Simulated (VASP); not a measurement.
# NaCl (Pm-3m) in VASP: a series of runs

Aim: see how the results for NaCl move with the level of theory and the settings. Levels: LDA, PBEsol. Tasks: band structure.

Program: VASP 6.6.1. These are calculated values, not measurements. Logs are shortened: lines on timing, memory, paths and dates and some standing lists are left out, and cuts for length are marked.

**1. The structure**

It takes space group Pm-3m (No. 221, cubic). Conventional cell: a = 3.502 Å, b = 3.502 Å, c = 3.502 Å, α = 90.00°, β = 90.00°, γ = 90.00°. Around Cl (site symmetry m-3m) lie 8 Na at 3.03 Å. Na (site symmetry m-3m) is surrounded by 8 Cl at 3.03 Å.

Measurements of this composition are mostly on another form, of space group No. 225.

**2. Band structure, LDA**

POSCAR reads:

```
NaCl
1.0
    3.5021900000      0.0000000000      0.0000000000
    0.0000000000      3.5021900000      0.0000000000
    0.0000000000      0.0000000000      3.5021900000
Cl Na
1 1
Direct
    0.5000000000      0.5000000000      0.5000000000
    0.0000000000      0.0000000000      0.0000000000
```

INCAR.step1 reads:

```
ALGO     = Normal         # electronic algorithm
EDIFF    = 1E-6           # SCF threshold, eV
ENCUT    = 520            # plane-wave cutoff, eV
ISIF     = 2              # what is computed and relaxed
ISMEAR   = 0              # smearing method
LASPH    = T              # aspherical terms in the spheres
LCHARG   = T              # write CHGCAR
LREAL    = F              # projectors in reciprocal space
LWAVE    = F              # write WAVECAR
NBANDS   = 14             # bands
NELM     = 100            # most SCF steps
PREC     = Accurate       # precision mode
SIGMA    = 0.02           # smearing width, eV
```

KPOINTS.step1 reads:

```
k-points
0
Gamma
  8 8 8
```

INCAR.step2 reads:

```
ALGO     = Normal         # electronic algorithm
EDIFF    = 1E-6           # SCF threshold, eV
ENCUT    = 520            # plane-wave cutoff, eV
ICHARG   = 11             # starting density
ISIF     = 2              # what is computed and relaxed
ISMEAR   = 0              # smearing method
LASPH    = T              # aspherical terms in the spheres
LCHARG   = F              # write CHGCAR
LREAL    = F              # projectors in reciprocal space
LWAVE    = F              # write WAVECAR
NBANDS   = 14             # bands
NELM     = 100            # most SCF steps
PREC     = Accurate       # precision mode
SIGMA    = 0.05           # smearing width, eV
```

KPOINTS.step2 reads:

```
path GXMGRX,MR
10
line-mode
reciprocal
 0.0000000000  0.0000000000  0.0000000000  G
 0.0000000000  0.5000000000  0.0000000000  X

 0.0000000000  0.5000000000  0.0000000000  X
 0.5000000000  0.5000000000  0.0000000000  M

 0.5000000000  0.5000000000  0.0000000000  M
 0.0000000000  0.0000000000  0.0000000000  G

 0.0000000000  0.0000000000  0.0000000000  G
 0.5000000000  0.5000000000  0.5000000000  R

 0.5000000000  0.5000000000  0.5000000000  R
 0.0000000000  0.5000000000  0.0000000000  X

 0.5000000000  0.5000000000  0.0000000000  M
 0.5000000000  0.5000000000  0.5000000000  R
```

Potentials or basis: VASP PAW LDA potentials, release 64 (Cl, Na_pv).

Run with:

```
> cat potpaw_LDA.64/Cl/POTCAR potpaw_LDA.64/Na_pv/POTCAR > POTCAR
> cp INCAR.step1 INCAR
> cp KPOINTS.step1 KPOINTS
> mpirun -np 1 vasp_std > vasp.out
> cp INCAR.step2 INCAR
> cp KPOINTS.step2 KPOINTS
> mpirun -np 1 vasp_std > vasp.out
```

OUTCAR:

```text
EDIFF = 1E-6
   ENCUT = 520
   ICHARG = 11
   ISIF = 2
   ISMEAR = 0
   LASPH = T
   LREAL = F
   NELM = 100
   PREC = Accurate

 ion  position               nearest neighbor table
   1  0.500  0.500  0.500-
   2  0.000  0.000  0.000-

  LATTYP: Found a simple cubic cell.
 ALAT       =     3.5021900000

  Lattice vectors:

 A1 = (   3.5021900000,   0.0000000000,   0.0000000000)
 A2 = (   0.0000000000,   3.5021900000,   0.0000000000)
 A3 = (   0.0000000000,   0.0000000000,   3.5021900000)

Analysis of symmetry for initial positions (statically):
=====================================================================
 Subroutine PRICEL returns:
 Original cell was already a primitive cell.

 Routine SETGRP: Setting up the symmetry group for a
 simple cubic supercell.

 Subroutine GETGRP returns: Found 48 space group operations
 (whereof 48 operations were pure point group operations)
 out of a pool of 48 trial point group operations.

The static configuration has the point symmetry O_h .

Analysis of symmetry for dynamics (positions and initial velocities):
=====================================================================
 Subroutine PRICEL returns:
 Original cell was already a primitive cell.

 Routine SETGRP: Setting up the symmetry group for a
 simple cubic supercell.

 Subroutine GETGRP returns: Found 48 space group operations
 (whereof 48 operations were pure point group operations)
 out of a pool of 48 trial point group operations.

The dynamic configuration has the point symmetry O_h .

 Subroutine INISYM returns: Found 48 space group operations
 (whereof 48 operations are pure point group operations),
 and found     1 'primitive' translations

----------------------------------------------------------------------------------------

                                     Primitive cell

  volume of cell :      42.9555

  direct lattice vectors                    reciprocal lattice vectors
     3.502190000  0.000000000  0.000000000     0.285535622  0.000000000  0.000000000
     0.000000000  3.502190000  0.000000000     0.000000000  0.285535622  0.000000000
     0.000000000  0.000000000  3.502190000     0.000000000  0.000000000  0.285535622

  length of vectors
     3.502190000  3.502190000  3.502190000     0.285535622  0.285535622  0.285535622

  position of ions in fractional coordinates (direct lattice)
     0.500000000  0.500000000  0.500000000
     0.000000000  0.000000000  0.000000000

[... 76 lines left out ...]
   PSTRESS=    0.0 pullay stress
   NELECT =      14.0000    total number of electrons
   NUPDOWN=      -1.0000    fix difference up-down
   EMIN   =  10.00;   EMAX   =-10.00  energy-range for DOS
   EFERMI =   0.00;   METHOD = LEGACY
   ISMEAR =     0;   SIGMA  =   0.05  broadening in eV -4-tet -1-fermi 0-gaus
   EFERMI_NEDOS =   21; number of points for ismear=-14 and -15
   IALGO  =     38    algorithm
   IMIX   =      4    mixing-type and parameters
     AMIX     =   0.40;   BMIX     =  1.00
     AMIX_MAG =   1.60;   BMIX_MAG =  1.00
  volume/ion in A,a.u.               =      21.48       144.94
  Fermi-wavevector in a.u.,A,eV,Ry     =   1.126621  2.129005 17.269530  1.269275
  Thomas-Fermi vector in A             =   2.263304
   LORBIT       =      0    0 simple, 1 ext, 2 COOP (PROOUT), +10 PAW based schemes
   GGA     = CA    functional components
   LHFCALC =     F    Hartree Fock is set to
   AEXX    =    0.0000 exact exchange contribution
   IVDW    =     0    specifies the selected vdW correction
   LEPSILON=     F    determine dielectric tensor
   LRPA    =     F    only Hartree local field effects (RPA)
 non-spin polarized calculation
 Gauss-broadening in eV      SIGMA  =   0.05
  energy-cutoff  :      520.00
  volume of cell :       42.96
 maximum number of plane-waves:      1189
 NGX is ok and might be reduce to    28

 number of electron      13.9999992 magnetization

 Free energy of the ion-electron system (eV)
  ---------------------------------------------------
  ext. energy  EPLUGINS =         0.00000000
  ---------------------------------------------------
  free energy    TOTEN  =        -6.66925069 eV

  energy without entropy =       -6.66925069  energy(sigma->0) =       -6.66925069

 E-fermi :   0.4257     XC(G=0):  -8.9544

 val. band max:        0.2129059521   @ k =   0.5000   0.5000   0.0000
 cond. band min:       3.8200907710   @ k =   0.0000   0.0000   0.0000
 fundamental gap:      3.6071848189
 Fermi energy:         0.4256951208

 k-point     1 :       0.0000    0.0000    0.0000
  band No.  band energies     occupation
      1     -21.7882      2.00000
      2     -21.7882      2.00000
      3     -21.7882      2.00000
      4     -13.1000      2.00000
      5      -0.2964      2.00000
      6      -0.2964      2.00000
      7      -0.2964      2.00000
      8       3.8201      0.00000
      9       8.4905      0.00000
     10       8.4905      0.00000
     11      15.4820      0.00000
     12      15.4820      0.00000
     13      15.4821      0.00000
     14      16.0379      0.00000
[... 377 lines left out ...]
      1     -21.8157      2.00000
      2     -21.8135      2.00000
      3     -21.7826      2.00000
      4     -12.6036      2.00000
      5      -1.9887      2.00000
      6      -1.7556      2.00000
      7       0.0754      2.00000
      8       6.5008      0.00000
      9       8.3351      0.00000
     10      10.6155      0.00000
     11      11.8803      0.00000
     12      12.7543      0.00000
     13      13.1834      0.00000
     14      15.7736      0.00000

 [... further k-points ...]

------------------------ aborting loop because EDIFF is reached ----------------------------------------

  FORCE on cell =-STRESS in cart. coord.  units (eV):
  Direction    XX          YY          ZZ          XY          YZ          ZX
  --------------------------------------------------------------------------------------
  -------------------------------------------------------------------------------------
  Total        0.6570028      0.6570028      0.6570028     -0.0000000      0.0000000      0.0000000
  in kB       24.5052241     24.5052241     24.5052241     -0.0000000      0.0000000      0.0000000
  external PRESSURE =      24.5052241 kB  Pullay stress =       0.0000000 kB

 VOLUME and BASIS-vectors are now :
 -----------------------------------------------------------------------------
  energy-cutoff  :      520.00
  volume of cell :       42.96
      direct lattice vectors                 reciprocal lattice vectors
     3.502190000  0.000000000  0.000000000     0.285535622  0.000000000  0.000000000
     0.000000000  3.502190000  0.000000000     0.000000000  0.285535622  0.000000000
     0.000000000  0.000000000  3.502190000     0.000000000  0.000000000  0.285535622

 POSITION                                       TOTAL-FORCE (eV/Angst)
 -----------------------------------------------------------------------------------
      1.75110      1.75110      1.75110         0.000000      0.000000      0.000000
      0.00000      0.00000      0.00000         0.000000      0.000000      0.000000
 -----------------------------------------------------------------------------------
    total drift:                               -0.000000      0.000000      0.000000

  FREE ENERGIE OF THE ION-ELECTRON SYSTEM (eV)
  ---------------------------------------------------
  free  energy   TOTEN  =        -6.6692506948 eV

  energy  without entropy=       -6.6692506948  energy(sigma->0) =       -6.66925069
```

OUTCAR.step1:

```text
EDIFF = 1E-6
   ENCUT = 520
   ISIF = 2
   ISMEAR = 0
   LASPH = T
[... 630 lines left out ...]
 -----------------------------------------------------------------------------------
      1.75110      1.75110      1.75110         0.000000      0.000000      0.000000
      0.00000      0.00000      0.00000         0.000000      0.000000      0.000000
 -----------------------------------------------------------------------------------
    total drift:                               -0.000000      0.000000      0.000000

  FREE ENERGIE OF THE ION-ELECTRON SYSTEM (eV)
  ---------------------------------------------------
  free  energy   TOTEN  =        -7.0722629059 eV

  energy  without entropy=       -7.0722629059  energy(sigma->0) =       -7.07226291
```

It took 26 s on 1 thread of Intel Xeon Platinum 8488C (Sapphire Rapids), shared host; peak memory 0.14 GiB.

Results:

```yaml
Band_gap_on_the_k_mesh: 3.61 eV, indirect (least direct gap 4.12 eV)
Band_gap_along_the_path: 3.61 eV, indirect (least direct gap 4.12 eV)
```

Levels at the corners of the path, in eV from the valence-band top:
```
point  band 3  band 4  band 5  band 6  band 7  band 8  band 9  band 10  band 11  band 12
    Γ  -22.00  -13.31   -0.51   -0.51   -0.51    3.61    8.28     8.28    15.27    15.27
    X  -22.00  -12.94   -3.05   -0.27   -0.27    6.55    8.25    10.30    11.60    11.60
    X  -22.00  -12.94   -3.05   -0.27   -0.27    6.55    8.25    10.30    11.60    11.60
    M  -21.99  -12.66   -2.34   -2.34    0.00    5.20    9.59    10.64    10.64    12.40
    M  -21.99  -12.66   -2.34   -2.34    0.00    5.20    9.59    10.64    10.64    12.40
    Γ  -22.00  -13.31   -0.51   -0.51   -0.51    3.61    8.28     8.28    15.27    15.27
    Γ  -22.00  -13.31   -0.51   -0.51   -0.51    3.61    8.28     8.28    15.27    15.27
    R  -22.03  -12.38   -1.90   -1.90   -1.90    6.78    6.78     6.78    11.29    15.49
    R  -22.03  -12.38   -1.90   -1.90   -1.90    6.78    6.78     6.78    11.29    15.49
    X  -22.00  -12.94   -3.05   -0.27   -0.27    6.55    8.25    10.30    11.60    11.60
    M  -21.99  -12.66   -2.34   -2.34    0.00    5.20    9.59    10.64    10.64    12.40
    R  -22.03  -12.38   -1.90   -1.90   -1.90    6.78    6.78     6.78    11.29    15.49
```

Caveat: the log is that of the step along the path at fixed density, whose energy, stress, charges and moments have no meaning.

[end of part 1 of 2]
